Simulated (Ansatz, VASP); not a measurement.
## One calculation of HfO2, two programs

Contents of POSCAR:

```
HfO2
1.0
    0.0000000000      2.8708412057      2.0296847325
    2.8708412057      0.0000000000      2.0296847325
    2.8708412057      2.8708412057      0.0000000000
Hf O
1 2
Direct
    0.0000000000      0.0000000000      0.0000000000
    0.2500000000      0.2500000000      0.2500000000
    0.7500000000      0.7500000000      0.7500000000
```

The input INCAR.step1:

```
ALGO = Normal ; EDIFF = 1E-4
ENCUT = 520 ; GGA = PE
ISMEAR = 0 ; LASPH = T
LCHARG = F ; LREAL = F
LWAVE = T ; NBANDS = 18
NELM = 80 ; PREC = Accurate
SIGMA = 0.05
```

Contents of INCAR.step2:

```
ALGO = Normal ; EDIFF = 1E-6
ENCUT = 520 ; ISIF = 2
ISMEAR = 0 ; ISTART = 1
LASPH = T ; LCHARG = T
LELF = T ; LMIXTAU = T
LREAL = F ; LVHAR = T
LWAVE = F ; METAGGA = R2SCAN
NBANDS = 18 ; NELM = 80
PREC = Accurate ; SIGMA = 0.05
```

KPOINTS

```
k-points
0
Gamma
  8 8 8
```

Input for Ansatz:

```yaml
crystal:
  lattice:
    - [0.0, 2.8708412057, 2.0296847325]
    - [2.8708412057, 0.0, 2.0296847325]
    - [2.8708412057, 2.8708412057, 0.0]
  atoms:
    - { symbol: Hf, position: [0.0, 0.0, 0.0] }
    - { symbol: O, position: [0.25, 0.25, 0.25] }
    - { symbol: O, position: [0.75, 0.75, 0.75] }
basis:
  ecutwfc: 500
kpoints:
  mp_grid: { grid: [8, 8, 8] }
hamiltonian:
  xc: r2scan
scf:
  occupations: { method: gaussian, width: 0.05 }
output:
  forces: true
  stress: true
  eigenvalues: true
```

Alike in both runs: task single point; functional r2SCAN; k mesh 8 × 8 × 8; occupations gaussian, width 0.05 eV; no spin polarisation.

|  | VASP | Ansatz |
| --- | --- | --- |
| version | VASP 6.6.1 | Ansatz 0.2.0 |
| potentials or method | VASP PAW PBE potentials, release 64 (Hf_pv, O) | scalar-relativistic, plane waves, PAW |
| plane-wave cutoff (eV) | 520 | 500 |
| valence electrons in the cell | 22 | 38 |

Ansatz gave:

- gap on the k mesh at the Fermi level (eV): none
- pressure (GPa): -1.9
- largest component of the traceless stress (GPa): 81.78

Problem. Which values does VASP return?

Solution. gap on the k mesh at the Fermi level (eV): none; pressure (GPa): -4.9; largest component of the traceless stress (GPa): 82.14.

A gap of «none» marks a metal or a gap that the smearing closes. The two sets of potentials don't hold the same shells in valence.

Caveats: the PAW data sets were made with another functional, which shifts forces and pressure a little (VASP). The runs have no spin-orbit coupling, so splittings on Hf are missing.
